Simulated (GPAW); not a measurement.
Crystal: TiAl.

```
CELL_PARAMETERS angstrom
3.17906 0.00000 0.00000
0.00000 3.17906 0.00000
0.00000 0.00000 3.17906
ATOMIC_POSITIONS crystal
Ti 0.00000 0.00000 0.00000
Al 0.50000 0.50000 0.50000
```

The cell comes from a database or a generator and needn't be the stable form of this composition.

- Program: GPAW 26.7.0
- Task: relaxation of cell and atoms
- Functional: PBEsol
- Dispersion: D3(BJ)+ATM
- Potentials or basis: PAW data sets generated in the run's folder for this functional
- Cutoff: 600 eV
- Basis: pw
- k mesh: 8 × 8 × 8
- Occupations: fermi-dirac, width 0.05 eV
- Spin: no spin polarisation

At the start: pressure -6.5 GPa; volume 16.06 Å³/atom.

Question: How do energy, volume and symmetry change on relaxing?

Answer: Over 4 steps the energy falls by 16.0 meV/atom and the volume is 15.20 Å³/atom (-5.4 %); space group Pm-3m (No. 221, to 0.05 Å).

Step by step:
| step | energy change (eV) | largest force (eV/Å) | pressure (GPa) | volume (Å³) |
| --- | --- | --- | --- | --- |
| 1 | 0.0000 | 0.0000 | -6.45 | 32.13 |
| 2 | -0.0146 | 0.0000 | -4.98 | 31.69 |
| 3 | -0.0317 | 0.0000 | 0.31 | 30.32 |
| 4 | -0.0321 | 0.0000 | -0.01 | 30.39 |

Final structure:
```
CELL_PARAMETERS angstrom
3.12075 0.00000 0.00000
0.00000 3.12075 0.00000
0.00000 0.00000 3.12075
ATOMIC_POSITIONS crystal
Ti 0.00000 0.00000 0.00000
Al 0.50000 0.50000 0.50000
```

Caveat: later steps reuse the first step's grids; pairwise dispersion overbinds metals, which lowers pressure and volume.
